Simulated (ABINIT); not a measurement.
The system is Te.

```xyz
1
Lattice="2.3059 1.3313 1.6910 -2.3059 1.3313 1.6910 0.0000 -2.6626 1.6910" Properties=species:S:1:pos:R:3 pbc="T T T"
Te    0.0000    0.0000    2.5364
```

This isn't the form of Te at room conditions, which is trigonal, of chains.

- Program: ABINIT 10.8.3 (patched build)
- Task: relaxation of cell and atoms
- Functional: LDA
- Potentials or basis: PseudoDojo NC SR LDA v0.4.1 standard
- Cutoff: 1088 eV
- k mesh: 7 × 7 × 7
- Occupations: fermi-dirac, width 0.05 eV
- Spin: no spin polarisation

At the start: pressure -1.4 GPa; volume 31.15 Å³/atom.

**Question.** How do energy, volume and symmetry change on relaxing?

**Answer.** Over 9 steps the energy falls by 4.2 meV/atom and the volume is 30.52 Å³/atom (-2.0 %); space group R-3m (No. 166, to 0.05 Å).

The path:
```csv
step,energy change (eV),largest force (eV/Å),pressure (GPa),volume (Å³)
1,0.0000,0.0000,-1.35,31.15
2,-0.0011,0.0000,-1.12,31.02
3,-0.0035,0.0000,0.12,30.39
4,-0.0035,0.0000,0.08,30.42
5,-0.0039,0.0000,-0.16,30.56
6,-0.0041,0.0000,-0.21,30.61
7,-0.0042,0.0000,-0.10,30.57
8,-0.0042,0.0000,-0.01,30.53
9,-0.0042,0.0000,0.00,30.52
```

Final structure:
```xyz
1
Lattice="2.2707 1.3110 1.7088 -2.2707 1.3110 1.7088 0.0000 -2.6220 1.7088" Properties=species:S:1:pos:R:3 pbc="T T T"
Te    0.0000    0.0000    2.5631
```
